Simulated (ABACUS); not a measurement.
V:

```
V
1.0
    -1.51435    1.51435    1.51435
     1.51435   -1.51435    1.51435
     1.51435    1.51435   -1.51435
V
1
Direct
  0.00000 0.00000 0.00000
```

```yaml
Program: ABACUS 3.10.1
Task: single point
Functional: PBEsol
Potentials_or_basis: PseudoDojo NC SR 0.4.1 PBEsol standard
Cutoff: 1143 eV
Density_cutoff: 4572 eV
Basis: plane waves
k_mesh: 12 × 12 × 12
Occupations: fermi-dirac, width 0.05 eV
Spin: collinear spin, ferromagnetic start
Starting_moments: "[2.0] μB"
```

On this cell: pressure -12.0 GPa; net moment 0.00 μB per cell; band gap on the k mesh none (metal or under the smearing width).

The same run follows on a disturbed copy (cell strained at random at fixed volume):

```
CELL_PARAMETERS angstrom
-1.51699 1.52013 1.57756
1.49873 -1.47807 1.51724
1.50658 1.46766 -1.53549
ATOMIC_POSITIONS crystal
V 0.01027 0.00456 0.99881
```

Problem. What does the disturbed cell give?

Solution. The energy (extrapolated to zero smearing) moves by +4.0 meV/atom; pressure -11.9 GPa; net moment 0.00 μB per cell; band gap on the k mesh none (metal or under the smearing width).

Stress tensor (GPa, compression positive):
```
-11.16   0.03   0.32
  0.03 -10.71  -0.39
  0.32  -0.39 -13.92
```
